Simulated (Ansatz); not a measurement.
# TaN under pressure

Theory: DFT r2SCAN, scalar-relativistic, plane waves, PAW (Ansatz 0.2.0). Settings: 500 eV cutoff, 16×16×16 k-mesh, Gaussian smearing of 0.10 eV, no spin polarisation.

The relaxed crystal:

```yaml
crystal:
  lattice:
    - [0.00000, 2.19827, 2.19827]
    - [2.19827, 0.00000, 2.19827]
    - [2.19827, 2.19827, 0.00000]
  atoms:
    - { symbol: Ta, position: [0.50000, 0.50000, 0.50000] }
    - { symbol: N, position: [0.00000, 0.00000, 0.00000] }
```

Cell and atoms are relaxed at each pressure within the symmetry of the start, at zero temperature, so transitions that lower the symmetry aren't seen. The k-mesh given is that at zero pressure and may differ at others. a, b and c are the lengths of the cell vectors above.

Spin–orbit coupling is left out, which can shift energies with elements as heavy as these.

```tsv
P (GPa)	V (Å³/atom)	V/V0	a (Å)	b (Å)	c (Å)
-1	10.65	1.003	3.112	3.112	3.112
0	10.62	1.000	3.109	3.109	3.109
1	10.59	0.997	3.106	3.106	3.106
4	10.50	0.989	3.097	3.097	3.097
12	10.29	0.969	3.076	3.076	3.076
25	9.98	0.940	3.045	3.045	3.045
50	9.50	0.894	2.995	2.995	2.995
90	8.92	0.839	2.933	2.933	2.933
```

Problem. What bulk modulus and pressure derivative fit these points?

Solution. A third-order Birch–Murnaghan fit gives B0 = 353 GPa and B0' = 4.3.

This rock-salt form isn't the usual stable structure of the compound.